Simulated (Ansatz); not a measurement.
# Au (Fm-3m) in Ansatz: a series of runs

The runs below take Au through single point, equation of state, with LDA.

All numbers are computed with Ansatz 0.2.0; they aren't measurements. Logs are shortened: lines on timing, memory, paths and dates and some standing lists are left out, and cuts for length are marked.

**The experiment to reproduce.**

From “Exploring toroidal anvil profiles for larger sample volumes above 4 Mbar”, 2024, pmc:11102561, for a bulk crystal of Au: bulk modulus 167 GPa.

The runs below are set against these values where they give the same quantity.

### 1 The crystal as given

The structure is cubic, space group Fm-3m (No. 225). The conventional cell has a = 4.070 Å, b = 4.070 Å, c = 4.070 Å, α = 90.00°, β = 90.00°, γ = 90.00°. Au (site symmetry m-3m) is surrounded by 12 Au at 2.88 Å.

### 2 Single point, LDA, 15.84 Å³/atom (volume scaled by 0.94)

input.yaml

```yaml
crystal:
  lattice:
    - [0.0, 1.9934577312, 1.9934577312]
    - [1.9934577312, 0.0, 1.9934577312]
    - [1.9934577312, 1.9934577312, 0.0]
  atoms:
    - { symbol: Au, position: [0.0, 0.0, 0.0] }
hamiltonian:
  xc: lda
  pseudopotentials: { kind: paw }
kpoints:
  mp_grid: { grid: [11, 11, 11] }
scf:
  occupations: { method: fermi_dirac, width: 0.05 }
output:
  forces: true
  stress: true
  eigenvalues: true
  write_density: true
  write_potential: true
  elf: true
  volumetric_format: npy
```

Potentials or basis: Ansatz PAW.

The run is started by

```bash
$ ansatz run input.yaml --threads 2 --pin off --max-ram 5632MiB --backend cpu --events-out ev --progress --plain --runs-dir out
```

The log of the run:

```text
Warning: RAYON_NUM_THREADS=2 ignored (pool sized by the plan → 2); use --threads N
Engine: ansatz 0.2.0, x86_64-unknown-linux-gnu
Pseudopotentials: kind: paw
Pseudopotential: Au, paw, valence charge 19, recommended cutoff 420 eV (normal), Au.paw.azcp
Functional definition: SPW92
  exchange = slater_x
  correlation = pw_c
Crystal: 1 atoms, lattice volume = 15.843 Å³
Basis set: ecut = 420 eV, 331 PW (Γ)
Bands: 14, of which v1, the nominal top of the filled ones, is band 10 counted from 1 (9 counted from 0)
Symmetry: 48 space group operations
Space group: Fm-3m (ITA 225), of the structure as read, at distance tolerance 2.5e-5 Å
k-points: 56 of 1331
Non-local potential: Au, projectors of the file, l = 0: 3, l = 1: 2, l = 2: 2, l = 3: 1
PAW form: soft (Blöchl's): semilocal exchange-correlation on the pseudo side does not see the compensation charge
PAW frozen core: Au, regenerated for the run's functional, and the local potential with it (the file was generated under x = pbe(κ = 0.804, μ = 0.2195149727645171), c = pbe(β = 0.06672455060314922))
PAW one-centre angular grid: Au, 590 points (default); XC on 64 Gauss nodes
Initial density: superposition of atomic densities (neutral atoms: chi_scale 0, normalization atom), corrected by the library's trained network
Initial wavefunctions: pseudopotential atomic-orbital guess
Functional: x = slater, c = lda
SCF iter   1: F=—  HF=-12864.943616 eV  |F-HF|=—  |Δ(HF+E_count)|=         —  Δρ=8.04e-3  dr2=6.08e-3  ethr=1.77e-3  ⟨swp⟩=4.9  Hψ=4013  notcnv=0
preconditioner: auto → none  [insulator: Δε(μ)=0.126 eV  Ē_g=16.754 eV  σ=0.050 eV  W_gap=0.56  n_scr=8 (ndim 8)  ℏωp=30.9 eV  f_vac=0.000  D(μ)=0.30/eV (n_scr^D=0)  ε∞_Penn≈4.4]
SCF iter   2: F=—  HF=-12864.941831 eV  |F-HF|=—  |Δ(HF+E_count)|=   1.79e-3  Δρ=3.03e-3  dr2=4.19e-4  ethr=3.20e-5  ⟨swp⟩=2.4  Hψ=1622  notcnv=0  defer=12
SCF iter   3: F=—  HF=-12864.941698 eV  |F-HF|=—  |Δ(HF+E_count)|=   1.33e-4  Δρ=1.48e-3  dr2=7.19e-5  ethr=2.20e-6  ⟨swp⟩=2.7  Hψ=1261  notcnv=0  defer=12
SCF iter   4: F=—  HF=-12864.941675 eV  |F-HF|=—  |Δ(HF+E_count)|=   2.34e-5  Δρ=3.60e-4  dr2=4.11e-6  ethr=3.78e-7  ⟨swp⟩=1.3  Hψ=786  notcnv=0  defer=12
iter 5 did not close the SCF: its close was put off for the readings that it lacked (scf_convergence_deferred on its scf_iter line)
SCF iter   5: F=-12864.941674 eV  HF=-12864.941674 eV  |F-HF|=1.38e-8  |Δ(HF+E_count)|=   7.92e-7  Δρ=3.86e-5  dr2=5.19e-8  ethr=2.17e-8  ⟨swp⟩=1.7  Hψ=808  notcnv=0  defer=12
SCF iter   6: F=-12864.941674 eV  HF=-12864.941674 eV  |F-HF|=2.36e-11  |Δ(HF+E_count)|=   5.99e-9  Δρ=2.31e-6  dr2=1.83e-10  ethr=2.73e-10  ⟨swp⟩=5.8  Hψ=3947  notcnv=0
SCF 1 converged in 6 iterations: F = -12864.941674 eV  dr2 = 1.83e-10
SCF converged after 6 iterations
Free energy (F): -12864.941674 eV
Harris-Foulkes:  -12864.941674 eV  (|F-HF|=2.36e-11)
Internal energy: -12864.939395 eV  (E = F + TS)
E sigma→0 (E₀):  -12864.940534 eV
Entropy (-TS):   -0.002279 eV (-2.279 meV/atom)
Fermi energy:    22.315930 eV
--- Per-component energies (eV) ---
  E_band       = -180.632700
  E_kinetic    = 606.867604
  E_local      = -1601.557164  (includes V_loc(G=0)·N_el)
  E_nonlocal   = 81.261512
  E_hartree    = 688.033683
  E_xc         = -227.665989
  E_vxc        = -276.263525  (∫ρ·V_xc dr)
  E_paw        = -9423.455792  (= ΣΔE_a)
  E_vpaw       = -367.010054  (= ΣTr[D̂ρ^β])
  E_aug_tail   = 0.001310  (compensation charges beyond the density's cutoff)
  E_ewald      = -2988.947276
  E_core_change = 0.522718  (= ΣΔE_core)
  E_smearing   = -0.002279  (= −TS)
  E_closure    = -0.000000  (closes the sum)
  Σ components = -12864.941674   (vs F -12864.941674, Δ=0.00e0)
--- Forces (eV/Å), atoms counted from 1 ---
  atom   1  Au    -0.00000000     0.00000000     0.00000000
  max |Σ_I F_I| component: 6.16e-32 eV/Å
--- Stress (GPa, compression-positive) ---
        9.989448       0.000000       0.000000
       -0.000000       9.989448      -0.000000
       -0.000000       0.000000       9.989448
  P = ⅓ Tr σ = 9.9894 GPa (99.894 kbar)
--- Band table (eV; the first three rows and the last of 56) ---
  k-point 0: bands = ["-83.5008", "-34.6980", "-34.6980", "-34.6980", "11.6083", "17.2537", "17.2537", "17.2537", "19.0020", "19.0020", "36.7069", "41.0548", "41.0548", "41.0548"]
  k-point 1: bands = ["-83.4994", "-34.7216", "-34.7015", "-34.7015", "11.9153", "17.1486", "17.3610", "17.3610", "18.9538", "18.9538", "37.0914", "39.4717", "41.4563", "41.4563"]
  k-point 2: bands = ["-83.4958", "-34.7847", "-34.7109", "-34.7109", "12.7540", "16.9737", "17.5555", "17.5555", "18.9526", "18.9526", "36.4481", "37.9889", "42.4901", "42.4901"]
  k-point 55: bands = ["-83.4781", "-34.9030", "-34.8872", "-34.8058", "15.7842", "16.3819", "17.0288", "18.8474", "20.6287", "26.8072", "28.5004", "29.5688", "32.9041", "44.0521"]
```

It took 0.74 s on 2 threads of AMD EPYC 7R43 (Zen 3), shared host; peak memory 0.32 GiB.

Results:

```yaml
Free_energy: -12864.9417 eV
Pressure: 10.0 GPa
Band_gap_on_the_k_mesh: none (metal or under the smearing width)
```

Caveat: the PAW data sets come from PBE, with cores solved anew for the run's functional, which leaves a small shift of forces and pressure.

### 3 Single point, LDA, 16.18 Å³/atom (volume scaled by 0.96)

input.yaml

```yaml
crystal:
  lattice:
    - [0.0, 2.0074966285, 2.0074966285]
    - [2.0074966285, 0.0, 2.0074966285]
    - [2.0074966285, 2.0074966285, 0.0]
  atoms:
    - { symbol: Au, position: [0.0, 0.0, 0.0] }
hamiltonian:
  xc: lda
  pseudopotentials: { kind: paw }
kpoints:
  mp_grid: { grid: [11, 11, 11] }
scf:
  occupations: { method: fermi_dirac, width: 0.05 }
output:
  forces: true
  stress: true
  eigenvalues: true
```

Potentials or basis: Ansatz PAW.

The run is started by

```bash
$ ansatz run input.yaml --threads 2 --pin off --max-ram 5632MiB --backend cpu --events-out ev --progress --plain --runs-dir out
```

It took 0.57 s on 2 threads of AMD EPYC 7R43 (Zen 3), shared host; peak memory 0.32 GiB.

The run converged. Its results:

```yaml
Free_energy: -12864.9574 eV
Pressure: 5.0 GPa
Band_gap_on_the_k_mesh: none (metal or under the smearing width)
```

Caveat: the PAW data sets come from PBE, with cores solved anew for the run's functional, which leaves a small shift of forces and pressure.

### 4 Single point, LDA, 16.52 Å³/atom (volume scaled by 0.98)

Changes to input.yaml since step 3:

```diff
@@ -2,5 +2,5 @@
   lattice:
-    - [0.0, 2.0074966285, 2.0074966285]
-    - [2.0074966285, 0.0, 2.0074966285]
-    - [2.0074966285, 2.0074966285, 0.0]
+    - [0.0, 2.0213418704, 2.0213418704]
+    - [2.0213418704, 0.0, 2.0213418704]
+    - [2.0213418704, 2.0213418704, 0.0]
   atoms:
```

The run is started by

```bash
$ ansatz run input.yaml --threads 2 --pin off --max-ram 5632MiB --backend cpu --events-out ev --progress --plain --runs-dir out
```

It took 0.56 s on 2 threads of AMD EPYC 7R43 (Zen 3), shared host; peak memory 0.32 GiB.

Results (log left out):

- Free energy: -12864.9633 eV
- Pressure: 0.7 GPa
- Band gap on the k mesh: none (metal or under the smearing width)

Caveat: the PAW data sets come from PBE, with cores solved anew for the run's functional, which leaves a small shift of forces and pressure.

### 5 Single point, LDA, 16.85 Å³/atom

Changes to input.yaml since step 4:

```diff
@@ -2,5 +2,5 @@
   lattice:
-    - [0.0, 2.0213418704, 2.0213418704]
-    - [2.0213418704, 0.0, 2.0213418704]
-    - [2.0213418704, 2.0213418704, 0.0]
+    - [0.0, 2.035, 2.035]
+    - [2.035, 0.0, 2.035]
+    - [2.035, 2.035, 0.0]
   atoms:
```

The run is started by

```bash
$ ansatz run input.yaml --threads 2 --pin off --max-ram 5632MiB --backend cpu --events-out ev --progress --plain --runs-dir out
```

It took 0.57 s on 2 threads of AMD EPYC 7R43 (Zen 3), shared host; peak memory 0.32 GiB.

Results (log left out):

- Free energy: -12864.9607 eV
- Pressure: -3.1 GPa
- Band gap on the k mesh: none (metal or under the smearing width)

Caveat: the PAW data sets come from PBE, with cores solved anew for the run's functional, which leaves a small shift of forces and pressure.

### 6 Single point, LDA, 17.19 Å³/atom (volume scaled by 1.02)

Changes to input.yaml since step 5:

```diff
@@ -2,5 +2,5 @@
   lattice:
-    - [0.0, 2.035, 2.035]
-    - [2.035, 0.0, 2.035]
-    - [2.035, 2.035, 0.0]
+    - [0.0, 2.048477214, 2.048477214]
+    - [2.048477214, 0.0, 2.048477214]
+    - [2.048477214, 2.048477214, 0.0]
   atoms:
@@ -18 +18,5 @@
   eigenvalues: true
+  write_density: true
+  write_potential: true
+  elf: true
+  volumetric_format: npy
```

Potentials or basis: Ansatz PAW.

The run is started by

```bash
$ ansatz run input.yaml --threads 2 --pin off --max-ram 5632MiB --backend cpu --events-out ev --progress --plain --runs-dir out
```

It took 0.76 s on 2 threads of AMD EPYC 7R43 (Zen 3), shared host; peak memory 0.32 GiB.

It converged, with:

| Item | Value |
| --- | --- |
| Free energy | -12864.9506 eV |
| Pressure | -6.4 GPa |
| Band gap on the k mesh | none (metal or under the smearing width) |

Caveat: the PAW data sets come from PBE, with cores solved anew for the run's functional, which leaves a small shift of forces and pressure.

### 7 Single point, LDA, 17.53 Å³/atom (volume scaled by 1.04)

input.yaml

```yaml
crystal:
  lattice:
    - [0.0, 2.0617793868, 2.0617793868]
    - [2.0617793868, 0.0, 2.0617793868]
    - [2.0617793868, 2.0617793868, 0.0]
  atoms:
    - { symbol: Au, position: [0.0, 0.0, 0.0] }
hamiltonian:
  xc: lda
  pseudopotentials: { kind: paw }
kpoints:
  mp_grid: { grid: [11, 11, 11] }
scf:
  occupations: { method: fermi_dirac, width: 0.05 }
output:
  forces: true
  stress: true
  eigenvalues: true
```

The run is started by

```bash
$ ansatz run input.yaml --threads 2 --pin off --max-ram 5632MiB --backend cpu --events-out ev --progress --plain --runs-dir out
```

Run time: 0.59 s. Hardware: 2 threads of AMD EPYC 7R43 (Zen 3), shared host; peak memory 0.32 GiB.

It converged, with:

```
Free energy            : -12864.9341 eV
Pressure               : -9.3 GPa
Band gap on the k mesh : none (metal or under the smearing width)
```

Caveat: the PAW data sets come from PBE, with cores solved anew for the run's functional, which leaves a small shift of forces and pressure.

### 8 Single point, LDA, 17.87 Å³/atom (volume scaled by 1.06)

Changes to input.yaml since step 7:

```diff
@@ -2,5 +2,5 @@
   lattice:
-    - [0.0, 2.0617793868, 2.0617793868]
-    - [2.0617793868, 0.0, 2.0617793868]
-    - [2.0617793868, 2.0617793868, 0.0]
+    - [0.0, 2.0749120936, 2.0749120936]
+    - [2.0749120936, 0.0, 2.0749120936]
+    - [2.0749120936, 2.0749120936, 0.0]
   atoms:
```

The run is started by

```bash
$ ansatz run input.yaml --threads 2 --pin off --max-ram 5632MiB --backend cpu --events-out ev --progress --plain --runs-dir out
```

Wall time 0.62 s (2 threads of AMD EPYC 7R43 (Zen 3), shared host); peak memory 0.31 GiB.

It converged, with:

```yaml
Free_energy: -12864.9119 eV
Pressure: -11.8 GPa
Band_gap_on_the_k_mesh: none (metal or under the smearing width)
```

Caveat: the PAW data sets come from PBE, with cores solved anew for the run's functional, which leaves a small shift of forces and pressure.

### 9 Equation of state, LDA

Potentials or basis: Ansatz PAW.

This step only gathers the single runs of the series.

Results:

```yaml
Equilibrium_volume: 16.58 Å³/atom
Bulk_modulus: 194 GPa
Pressure_derivative_of_the_bulk_modulus: 5.7
```

Energy against volume, from the lowest point:
```tsv
volume (Å³/atom)	energy (meV/atom)
15.843	21.62
16.181	5.93
16.518	0.00
16.855	2.60
17.192	12.66
17.529	29.21
17.866	51.43
```

The run has no spin-orbit coupling, so splittings on Au are missing. LDA usually gives volumes a few per cent too small.

### 10 How close it comes

Step 9. Measured bulk modulus of Au: 167 GPa (quoted in “Exploring toroidal anvil profiles for larger sample volumes above 4 Mbar”, 2024, pmc:11102561). This calculation gives 194 GPa (+16.5 %). The fit is for a static lattice scaled at fixed shape and fixed fractional positions.
